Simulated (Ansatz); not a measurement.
The system is Ni3Ge.

```
Ge Ni
1.0
     3.53033    0.00000    0.00000
     0.00000    3.53033    0.00000
     0.00000    0.00000    3.53033
Ge Ni
1 3
Direct
  0.00000 0.00000 0.00000
  0.50000 0.50000 0.00000
  0.00000 0.50000 0.50000
  0.50000 0.00000 0.50000
```

The cell comes from a database or a generator and needn't be the stable form of this composition.

Base run:

```yaml
Program: Ansatz 0.2.0
Functional: PBEsol
Potentials_or_basis: all-electron LAPW, scalar-relativistic
Cutoff: 308 eV
Density_cutoff: 1232 eV
Basis_error_allowed: 0.001 eV/atom
k_mesh: 8 × 8 × 8
Occupations: fermi-dirac, width 0.05 eV
Spin: collinear spin, ferromagnetic start
Starting_moments: "[0.0, 1.0, 1.0, 1.0] μB"
```

Its results: pressure -0.9 GPa; net moment 0.00 μB per cell.

**Question.** After a change of settings the same cell gave: pressure -7.8 GPa; net moment 0.00 μB per cell. Which change was it?
A. basis error allowed from 0.001 eV/atom to 0.002 eV/atom; hubbard terms from none to Ni d U = 8 eV
B. basis error allowed from 0.001 eV/atom to 0.002 eV/atom
C. functional from PBEsol to LDA; basis error allowed from 0.001 eV/atom to 0.002 eV/atom

**Answer.** C.

Not every run made on this cell is shown here.
